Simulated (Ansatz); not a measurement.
Structure from Materials Project entry mp-20 (possibly hypothetical), not relaxed further. The listed cell was then made from it by scaling, straining or moving an atom.

An input for Be: DFT, PBE, PAW with Ansatz's default frozen-core files, scalar-relativistic (Ansatz 0.2.0).

Command: `ansatz run input.yaml --threads 1 --pin off --max-ram 3072MiB --backend cpu --events-out ev --progress --plain --runs-dir out` The run took 3 s on 1 thread of Arm Neoverse V2, on a shared host, peak memory 0.32 GiB.

```yaml
crystal:
  lattice:
    - [-1.2280585323, 1.2280585323, 1.2531209513]
    - [1.2280585323, -1.2280585323, 1.2531209513]
    - [1.2280585323, 1.2280585323, -1.2531209513]
  atoms:
    - { symbol: Be, position: [0.0, 0.0, 0.0] }
kpoints:
  mp_grid: { grid: [23, 23, 23] }
scf:
  occupations: { method: fermi_dirac, width: 0.03 }
hamiltonian:
  xc: pbe
  pseudopotentials: { kind: paw }
output:
  forces: true
  stress: true
  eigenvalues: true
  efg: { contact_densities: true }
```

The results part of the log:

```
SCF 1 converged in 6 iterations: F = -92.659770 eV  dr2 = 2.22e-14
  greatest PAW one-centre occupation: 0.358 electrons in one spin orbital (limit 2), on the Be atom at site 0 (counted from 0), in its partial waves of l = 0
SCF converged after 6 iterations
Free energy (F): -92.659770 eV
Harris-Foulkes:  -92.659770 eV  (|F-HF|=5.68e-14)
Internal energy: -92.659464 eV  (E = F + TS)
E sigma→0 (E₀):  -92.659617 eV
Entropy (-TS):   -0.000306 eV (-0.306 meV/atom)
Fermi energy:    9.447956 eV
--- Per-component energies (eV) ---
  E_band       = 6.812454
  E_kinetic    = 21.743992
  E_local      = 3.164406  (includes V_loc(G=0)·N_el)
  E_nonlocal   = 4.385830
  E_hartree    = 0.022293
  E_xc         = -20.004120
  E_vxc        = -21.092395  (∫ρ·V_xc dr)
  E_paw        = -59.586579  (= ΣΔE_a)
  E_vpaw       = -1.433964  (= ΣTr[D̂ρ^β])
  E_aug_tail   = -0.000001  (compensation charges beyond the density's cutoff)
  E_ewald      = -42.385286
  E_smearing   = -0.000306  (= −TS)
  E_closure    = 0.000000  (closes the sum)
  Σ components = -92.659770   (vs F -92.659770, Δ=0.00e0)
--- Forces (eV/Å), atoms counted from 1 ---
  atom   1  Be     0.00000000    -0.00000000    -0.00000000
  max |Σ_I F_I| component: 1.23e-32 eV/Å
--- Stress (GPa, compression-positive) ---
        4.107857      -0.000000      -0.000000
       -0.000000       4.107857      -0.000000
       -0.000000       0.000000       4.960528
  P = ⅓ Tr σ = 4.3921 GPa (43.921 kbar)
--- PAW observables at the nuclei: V_zz in 10²¹ V/m², potentials from the cell's mean, atoms counted from 1 ---
  atom   1  Be V_zz =    +0.008285   η = 0.0000   by run symmetry: allowed
            electrostatic potential = -243.087469 V   contact ρ = 238.404562 e/Å³
--- Band table (eV; the first three rows and the last of 936) ---
  k-point 0: bands = ["-3.0469", "29.3158", "29.4718", "29.4718", "40.5965"]
  k-point 1: bands = ["-2.9787", "29.0156", "29.1767", "29.3697", "39.6495"]
  k-point 2: bands = ["-2.7742", "28.2400", "28.2433", "29.0729", "38.0411"]
  k-point 935: bands = ["13.0255", "13.3353", "13.8374", "19.2746", "20.1438"]
```
